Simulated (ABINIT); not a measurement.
A run of ABINIT 10.8.3 (patched build) is set up as follows.

Contents of run.abi:

```
# Datasets: ground state, then fixed potential
ndtset 2

# Pseudopotentials
pp_dirpath "./"
pseudos "Cd.GGA_PBE-JTH.xml, S.GGA_PBE-JTH.xml"

# Structure
acell 3*1.0
rprim
     0.0000000000     5.5113862425     5.5113862425
     5.5113862425     0.0000000000     5.5113862425
     5.5113862425     5.5113862425     0.0000000000
ntypat 2
znucl 48 16
natom 2
typat 1 2
xred
     0.0000000000     0.0000000000     0.0000000000
     0.7500000000     0.7500000000     0.7500000000

# Plane-wave basis
ecut 22.0
pawecutdg 44.0

# Exchange and correlation
ixc -106131

# Bands and occupations
occopt 3
tsmear 0.05 eV

# SCF cycle
nstep 100

# Output
iomode 3
prtwf 0
prteig 0
prtebands 0
enunit 1
prtden1 1

# Dataset 1
kptopt1 1
ngkpt1 8 8 8
nshiftk1 1
shiftk1 0.0 0.0 0.0
nband1 13
tolvrs1 1.0e-9

# Dataset 2: bands along G-X-W-K-G-L-U-W-L-K
iscf2 -2
getden2 1
nband2 19
nbdbuf2 4
tolwfr2 1.0e-11
kptopt2 -9
ndivsm2 8
prteig2 1
kptbounds2
     0.0000000000     0.0000000000     0.0000000000
     0.5000000000     0.0000000000     0.5000000000
     0.5000000000     0.2500000000     0.7500000000
     0.3750000000     0.3750000000     0.7500000000
     0.0000000000     0.0000000000     0.0000000000
     0.5000000000     0.5000000000     0.5000000000
     0.6250000000     0.2500000000     0.6250000000
     0.5000000000     0.2500000000     0.7500000000
     0.5000000000     0.5000000000     0.5000000000
     0.3750000000     0.3750000000     0.7500000000
```

Potentials or basis: JTH PAW PBE v2.0.

Run with:

```console
$ abinit run.abi > log 2>&1
```

**Question.** Predict the pressure.

**Answer.** 6.2 GPa.

**Question.** Predict the band gap on the k mesh.

**Answer.** 1.07 eV, direct.

**Question.** Predict the band gap along the path.

**Answer.** 1.07 eV, direct.

Levels at the corners of the path, in eV from the valence-band top:
```
point  band 6  band 7  band 8  band 9  band 10  band 11  band 12  band 13
    Γ   -7.30    0.00    0.00    0.00     1.07     6.54     6.54     6.54
    X   -6.86   -3.96   -1.86   -1.86     3.65     4.31     9.22    10.72
    W   -6.68   -3.91   -2.24   -2.16     5.29     5.53     7.23     8.18
    K   -6.73   -3.94   -2.50   -1.52     4.26     5.41     8.57     9.02
    Γ   -7.30    0.00    0.00    0.00     1.07     6.54     6.54     6.54
    L   -6.93   -4.38   -0.75   -0.75     2.95     7.03     7.03     7.52
    U   -6.73   -3.94   -2.50   -1.52     4.26     5.41     8.57     9.02
    W   -6.68   -3.91   -2.24   -2.16     5.29     5.53     7.23     8.18
    L   -6.93   -4.38   -0.75   -0.75     2.95     7.03     7.03     7.52
    K   -6.73   -3.94   -2.50   -1.52     4.26     5.41     8.57     9.02
```

Caveat: the PAW data sets were made with another functional, which shifts forces and pressure a little. A hybrid or GW would open this gap; BLYP tends to underestimate it.
